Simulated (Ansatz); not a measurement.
Write the native input for Ansatz 0.2.0 that does the following.

```yaml
Task: band structure
Functional: PBE
Potentials_or_basis: Ansatz PAW
Cutoff: "420 eV (not typed: the program's choice for these potentials)"
k_mesh: 7 × 7 × 6
Occupations: fermi-dirac, width 0.05 eV
Spin: spin-orbit coupling, no magnetisation
Path: "[[\"G\", \"X\", \"M\", \"G\", \"Z\", \"R\", \"A\", \"Z\"], [\"X\", \"R\"], [\"M\", \"A\"]]"
Points_for_each_segment_of_the_path: 14
```

Crystal: SnO.

```
Sn O
1.0
     3.81370    0.00000    0.00000
     0.00000    3.81370    0.00000
     0.00000    0.00000    4.88691
Sn O
2 2
Cartesian
  1.9068 0.0000 3.7367
  0.0000 1.9068 1.1503
  0.0000 0.0000 0.0000
  1.9068 1.9068 0.0000
```

The cell is a database's computed one.

One way to write it, as run:

input.yaml

```yaml
crystal:
  lattice:
    - [3.81369522, 0.0, 0.0]
    - [0.0, 3.81369522, 0.0]
    - [0.0, 0.0, 4.8869133]
  atoms:
    - { symbol: Sn, position: [0.5, 0.0, 0.76462614] }
    - { symbol: Sn, position: [0.0, 0.5, 0.23537386] }
    - { symbol: O, position: [0.0, 0.0, 0.0] }
    - { symbol: O, position: [0.5, 0.5, 0.0] }
hamiltonian:
  xc: pbe
  pseudopotentials: { kind: paw_fr }
magnetization:
  noncollinear: true
  spin_orbit: true
kpoints:
  mp_grid: { grid: [7, 7, 6] }
  band_path:
    path:
      - [[0.0, 0.0, 0.0], [0.0, 0.5, 0.0], [0.5, 0.5, 0.0], [0.0, 0.0, 0.0], [0.0, 0.0, 0.5], [0.0, 0.5, 0.5], [0.5, 0.5, 0.5], [0.0, 0.0, 0.5]]
      - [[0.0, 0.5, 0.0], [0.0, 0.5, 0.5]]
      - [[0.5, 0.5, 0.0], [0.5, 0.5, 0.5]]
    npoints: 14
scf:
  occupations: { method: fermi_dirac, width: 0.05 }
  n_extra_bands: 10
output:
  forces: true
  stress: true
  eigenvalues: true
  fatbands: false
  write_density: true
  write_potential: true
  elf: true
  volumetric_format: npy
```

Potentials or basis: Ansatz PAW.

Command:

```sh
$ ansatz run input.yaml --threads 2 --pin off --max-ram 5632MiB --backend cpu --events-out ev --progress --plain --runs-dir out
```

It gave:

```json
{
  "Pressure": "3.6 GPa",
  "Largest force": "0.373 eV/Å",
  "Band gap on the k mesh": "0.36 eV, indirect (least direct gap 2.05 eV)",
  "Band gap along the path": "0.14 eV, indirect (least direct gap 2.01 eV)"
}
```

Caveat: the k mesh misses the band edges, so the gap on the mesh is wider than the one along the path; the pressure holds a Pulay correction of +0.5 GPa for the finite cutoff.

Wall time 41 s on 2 threads of Arm Neoverse V2, with other jobs on the host, peak memory 0.79 GiB.
